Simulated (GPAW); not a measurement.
# Cu2O (Cuprite) (Pn-3m) in GPAW: reference runs

Reference runs on Cu2O (Cuprite): the cell as given.

Program: GPAW 26.7.0. These are calculated values, not measurements. Logs are shortened: lines on timing, memory, paths and dates and some standing lists are left out, and cuts for length are marked. The log counts tension as positive stress, the text compression.

**The experiment to reproduce.**

From “Importance of surface oxygen vacancies for ultrafast hot carrier relaxation and transport in Cu2O”, 2021, arxiv:2103.03167, for a bulk crystal of Cu2O: band gap 2.17 eV (direct).

How close the calculation comes is told below.

## (1) The structure

The structure is cubic, space group Pn-3m (No. 224). Conventional cell: a = 4.260 Å, b = 4.260 Å, c = 4.260 Å, α = 90.00°, β = 90.00°, γ = 90.00°. Cu (site symmetry -3m) has 2 O at 1.84 Å as nearest neighbours. O (site symmetry -43m) has 4 Cu at 1.84 Å as nearest neighbours.

## (2) Single point, PBE

run.py reads:

```python
from ase import Atoms
from ase.dft.bandgap import bandgap
from ase.io import write
from ase.units import GPa
from gpaw import GPAW, PW

atoms = Atoms(['Cu', 'Cu', 'Cu', 'Cu', 'O', 'O'],
              cell=[[4.26, 0.0, 0.0],
                    [0.0, 4.26, 0.0],
                    [0.0, 0.0, 4.26]],
              scaled_positions=[[0.75, 0.25, 0.75],
                                [0.75, 0.75, 0.25],
                                [0.25, 0.75, 0.75],
                                [0.25, 0.25, 0.25],
                                [0.5, 0.5, 0.5],
                                [0.0, 0.0, 0.0]],
              pbc=True)

calc = GPAW(mode=PW(800),
            xc='PBE',
            kpts={'size': (6, 6, 6), 'gamma': True},
            occupations={'name': 'fermi-dirac', 'width': 0.05},
            nbands=51,
            convergence={'density': 1e-05, 'energy': 1e-05},
            maxiter=150,
            txt='gpaw.txt')
atoms.calc = calc
energy = atoms.get_potential_energy()
forces = atoms.get_forces()
stress = atoms.get_stress()
calc.write('gs.gpw')
write('result.traj', atoms)
print(f'Energy: {energy:.6f} eV')
print('Forces (eV/A):')
print(forces.round(4))
print('Stress (GPa):', (stress / GPa).round(3))
print('Fermi level:', round(calc.get_fermi_level(), 4), 'eV')
print(f'Gap: {bandgap(calc)[0]:.4f} eV, direct: {bandgap(calc, direct=True)[0]:.4f} eV')
```

Potentials or basis: GPAW PAW data sets (gpaw-data 1.2.1), pw.

The run is started by

```
$ OMP_NUM_THREADS=1 python run.py
```

gpaw.txt:

```text
__  _  _
 | _ |_)|_||  |
 |__||  | ||/\| - 26.7.0

Input parameters:
  mode=PW(ecut=800.0),
  convergence={'density': 1e-05, 'energy': 1e-05},
  kpts=MonkhorstPack(size=(6, 6, 6), gamma=True),
  maxiter=150,
  nbands=51,
  occupations=Occupations(name='fermi-dirac', width=0.05),
  xc=XC(name='PBE')

Diagonalizing LCAO Hamiltonian
Converting LCAO to pw mode
    .---------.
   /|         |
  / | Cu      |
 *  |         |
 |  |  O CuCu |
 |  .---------.
 | /Cu       /
 |/         /
 O---------*

Atoms  # Å, Bohr magnetons
|   | symbol |        x |        y |        z |    initial magnetic moments |
|---|--------|----------|----------|----------|-----------------------------|
| 0 |     Cu | 3.195000 | 1.065000 | 3.195000 | ( 0.0000,  0.0000,  0.0000) |
| 1 |     Cu | 3.195000 | 3.195000 | 1.065000 | ( 0.0000,  0.0000,  0.0000) |
| 2 |     Cu | 1.065000 | 3.195000 | 3.195000 | ( 0.0000,  0.0000,  0.0000) |
| 3 |     Cu | 1.065000 | 1.065000 | 1.065000 | ( 0.0000,  0.0000,  0.0000) |
| 4 |      O | 2.130000 | 2.130000 | 2.130000 | ( 0.0000,  0.0000,  0.0000) |
| 5 |      O | 0.000000 | 0.000000 | 0.000000 | ( 0.0000,  0.0000,  0.0000) |

Unit cell  # Å
| periodic |        x |        y |        z |  lengths |    angles |
|----------|----------|----------|----------|----------|-----------|
|      yes | 4.260000 | 0.000000 | 0.000000 | 4.260000 | 90.000000 |
|      yes | 0.000000 | 4.260000 | 0.000000 | 4.260000 | 90.000000 |
|      yes | 0.000000 | 0.000000 | 4.260000 | 4.260000 | 90.000000 |

Number of symmetries: 24
Symmetry operations  # r_c * U_cc + t_c -> r_c
|    | kind |            matrix            |
|----|------|------------------------------|
|  0 |  E   |  1, 0, 0,  0, 1, 0,  0, 0, 1 |
|  1 |  σ   |  1, 0, 0,  0, 0, 1,  0, 1, 0 |
|  2 |  σ   |  1, 0, 0,  0, 0,-1,  0,-1, 0 |
|  3 |  C2  |  1, 0, 0,  0,-1, 0,  0, 0,-1 |
|  4 |  σ   |  0, 1, 0,  1, 0, 0,  0, 0, 1 |
|  5 |  C3  |  0, 1, 0,  0, 0, 1,  1, 0, 0 |
|  6 |  C3  |  0, 1, 0,  0, 0,-1, -1, 0, 0 |
|  7 |  S4  |  0, 1, 0, -1, 0, 0,  0, 0,-1 |
|  8 |  C3  |  0, 0, 1,  1, 0, 0,  0, 1, 0 |
|  9 |  σ   |  0, 0, 1,  0, 1, 0,  1, 0, 0 |
| 10 |  S4  |  0, 0, 1,  0,-1, 0, -1, 0, 0 |
| 11 |  C3  |  0, 0, 1, -1, 0, 0,  0,-1, 0 |
| 12 |  C3  |  0, 0,-1,  1, 0, 0,  0,-1, 0 |
| 13 |  σ   |  0, 0,-1,  0, 1, 0, -1, 0, 0 |
| 14 |  S4  |  0, 0,-1,  0,-1, 0,  1, 0, 0 |
| 15 |  C3  |  0, 0,-1, -1, 0, 0,  0, 1, 0 |
| 16 |  S4  |  0,-1, 0,  1, 0, 0,  0, 0,-1 |
| 17 |  C3  |  0,-1, 0,  0, 0, 1, -1, 0, 0 |
| 18 |  C3  |  0,-1, 0,  0, 0,-1,  1, 0, 0 |
| 19 |  σ   |  0,-1, 0, -1, 0, 0,  0, 0, 1 |
| 20 |  C2  | -1, 0, 0,  0, 1, 0,  0, 0,-1 |
| 21 |  S4  | -1, 0, 0,  0, 0, 1,  0,-1, 0 |
| 22 |  S4  | -1, 0, 0,  0, 0,-1,  0, 1, 0 |
| 23 |  C2  | -1, 0, 0,  0,-1, 0,  0, 0, 1 |

BZ-sampling:
  Number of BZ points: 216
  Number of IBZ points: 20

  Monkhorst-Pack size: [6, 6, 6]
  Monkhorst-Pack shift: [0.08333333333333333, 0.08333333333333333, 0.08333333333333333]

K-points  # in reciprocal-cell coordinates
|     |                                coordinates |     weight |
|-----|--------------------------------------------|------------|
|   0 | (  0.00000000,   0.00000000,   0.00000000) | 0.00462963 |
|   1 | (  0.16666667,   0.00000000,   0.00000000) | 0.02777778 |
|   2 | (  0.16666667,   0.16666667,   0.00000000) | 0.05555556 |
|   3 | (  0.16666667,   0.16666667,   0.16666667) | 0.03703704 |
|   4 | (  0.33333333,   0.00000000,   0.00000000) | 0.02777778 |
|   5 | (  0.33333333,   0.16666667,   0.00000000) | 0.11111111 |
|   6 | (  0.33333333,   0.16666667,   0.16666667) | 0.11111111 |
|   7 | (  0.33333333,   0.33333333,   0.00000000) | 0.05555556 |
|   8 | (  0.33333333,   0.33333333,   0.16666667) | 0.11111111 |
|   9 | (  0.33333333,   0.33333333,   0.33333333) | 0.03703704 |
| ... |                                            |            |
|  19 | (  0.50000000,   0.50000000,   0.50000000) | 0.00462963 |

Plane wave coefficients: 4012
Cutoff: 800.0 eV

Spin-components: 1 (collinear spins)
Bands:           51
Projectors:      34
Spin-degeneracy: 2
Datatype:        complex128

Density:
  Valence electrons: 56.0
  Components: 1
  Grid points: [28 28 28]
  Charge: 0.0  # |e|

Potential:
  Grid points: [28 28 28]

species:
  Cu:
    name:    Copper
    Z:       29.0
    valence: 11
    core:    18
    charge:  0.0  # [|e|]
    compensation charges:
      type: gauss
      rc: 0.33  # [Å]
      lmax: 2
    cutoffs:
      filter: 2.06  # [Å]
      core: 2.43  # [Å]
    projectors
    | kind |    occ | energy [eV] | rcut [Å] |
    |------|--------|-------------|----------|
    |   4s |  1.000 |      -4.609 |    1.164 |
    |   4p |  0.000 |      -0.698 |    1.164 |
    |   3d | 10.000 |      -5.039 |    1.058 |
    |    s |        |      22.603 |    1.164 |
    |    p |        |      26.513 |    1.164 |
    |    d |        |      22.172 |    1.058 |

    Using partial waves for Cu as LCAO basis

  O:
    name:    Oxygen
    Z:       8.0
    valence: 6
    core:    2
    charge:  0.0  # [|e|]
    compensation charges:
      type: gauss
      rc: 0.21  # [Å]
      lmax: 2
    cutoffs:
      filter: 1.17  # [Å]
      core: 0.83  # [Å]
    projectors
    | kind |    occ | energy [eV] | rcut [Å] |
    |------|--------|-------------|----------|
    |   2s |  2.000 |     -23.961 |    0.688 |
    |   2p |  4.000 |      -9.029 |    0.598 |
    |    s |        |       3.251 |    0.688 |
    |    p |        |      18.182 |    0.598 |
    |    d |        |       0.000 |    0.619 |

    Using partial waves for O as LCAO basis

Reference energy: -184167.511967  # eV

eigensolver:
  PPCG
  Converge bands: occupied
  niter=2

density mixing:
  MSR1-Mixer
  Pratt-step length: 0.05
  Maximum mixing coefficient: 0.75
  Old densities: 10
  SVD Regularization: 0.005
  Good broyden scale: 1.0
  Trust region scale: 1.0
  Backstep threshold: 4.0
  History deletion threshold: 6.0
  Fourier metric: weight=20.0, sigma=0.015

occupation numbers:
  Fermi-Dirac:
    width: 0.0500  # eV

poisson solver:
  ecut: 6400.0  # eV

xc functional:
  name: PBE with 2 nearest neighbor stencil

convergence criteria:
- Maximum integral of absolute [dens]ity change: 1e-05 electrons / valence electron
- Maximum [total energy] change in last 3 cyles: 1e-05 eV / valence electron
- Maximum integral of absolute [eigenst]ate change: 4e-08 eV^2 / valence electron
maximum number of iterations: 150

SCF iterations
|iter     | |      energy | eigst |  dens |
|---------|-|-------------|-------|-------|
|iter:   1| |  -33.363468 | +0.42 |       |
|iter:   2| |  -30.995519 | -1.47 | -0.97 |
|iter:   3| |  -27.501570 | -1.10 | -1.08 |
|iter:   4| |  -27.444897 | -2.97 | -1.72 |
|iter:   5| |  -27.414391 | -3.41 | -1.88 |
|iter:   6| |  -27.412873 | -4.38 | -2.48 |
|iter:   7| |  -27.412862 | -5.60 | -3.11 |
|iter:   8| |  -27.412862c| -6.26 | -3.65 |
|iter:   9| |  -27.412862c| -7.57c| -4.31 |
|iter:  10| |  -27.412862c| -8.32c| -4.67 |
|iter:  11| |  -27.412862c| -7.89c| -4.92 |
|iter:  12| |  -27.412862c| -8.57c| -6.01c|

Converged in 12 steps
Energy contributions relative to reference atoms: (reference = -184167.511967)

Energy contributions:
  Kinetic:          -8.033760
  Coulomb:          -1.829861
  Zero:              0.766034
  External:          0.000000
  Xc:              -18.315236
  Entropy:          -0.000077
  Spinorbit:         0.000000
  ----------------------------
  Free energy:     -27.412901
  Extrapolated:    -27.412862

dipole moment: (-11.943533, -11.943533, -11.943533)  # |e|*Ang

Fermi level: 5.669
Eigenvalues  # (at kpt = [0.000, 0.000, 0.000])
| band index |      eig [eV] | occ [0-2] |
|------------|---------------|-----------|
|          0 |       -14.778 |     2.000 |
|        ... |               |           |
|         20 |         3.581 |     2.000 |
|         21 |         3.581 |     2.000 |
|         22 |         3.775 |     2.000 |
|         23 |         3.775 |     2.000 |
|         24 |         3.775 |     2.000 |
|         25 |         5.349 |     1.997 |
|         26 |         5.349 |     1.997 |
|         27 |         5.349 |     1.997 |
|         28 |         5.893 |     0.022 |
|         29 |         6.579 |     0.000 |
|         30 |         6.579 |     0.000 |
|         31 |        13.291 |     0.000 |
|         32 |        13.291 |     0.000 |
|         33 |        13.291 |     0.000 |
|         34 |        14.668 |     0.000 |
|         35 |        14.668 |     0.000 |
|        ... |               |           |
|         50 |        28.656 |     0.000 |

Gap: 0.545 eV
Transition (v -> c):
  (s=0, k=0, n=27, [0.00, 0.00, 0.00]) -> (s=0, k=0, n=28, [0.00, 0.00, 0.00])
No difference between direct/indirect transitions

Forces  # eV/Ang
|        x |        y |        z |
|----------|----------|----------|
|  0.00002 | -0.00002 |  0.00002 |  # Cu   0
|  0.00002 |  0.00002 | -0.00002 |  # Cu   1
| -0.00002 |  0.00002 |  0.00002 |  # Cu   2
| -0.00002 | -0.00002 | -0.00002 |  # Cu   3
| -0.00000 |  0.00000 |  0.00000 |  # O    4
|  0.00000 |  0.00000 |  0.00000 |  # O    5

Stress tensor  # eV/Ang^3
|         x |         y |         z |
|-----------|-----------|-----------|
| -0.033464 |  0.000000 |  0.000000 |
|  0.000000 | -0.033464 | -0.000000 |
|  0.000000 | -0.000000 | -0.033464 |

# Writing to gs.gpw (mode='')
```

Wall time 87 s (1 thread of Arm Neoverse V1, shared host); peak memory 0.28 GiB.

What came out:

```yaml
Free_energy: -27.4129 eV
Pressure: 5.4 GPa
Band_gap_on_the_k_mesh: 0.54 eV, direct
```

Caveat: with this Cu data set, volumes or pressures lay over 1.5 % or 2 GPa off other programs in two to four cells of ten.

## (3) How close it comes

Step 2. A measured gap of Cu2O is 2.17 eV (direct; quoted in “Importance of surface oxygen vacancies for ultrafast hot carrier relaxation and transport in Cu2O”, 2021, arxiv:2103.03167); the calculated 0.54 eV misses it by -1.63 eV. So large a miss can be the level of theory's own, or it may mean another phase, state or a wrong row. The value is that of PBE on a finite k mesh, which can miss the band edges, without temperature or zero-point motion. Semilocal functionals fall short of measured gaps as a rule.
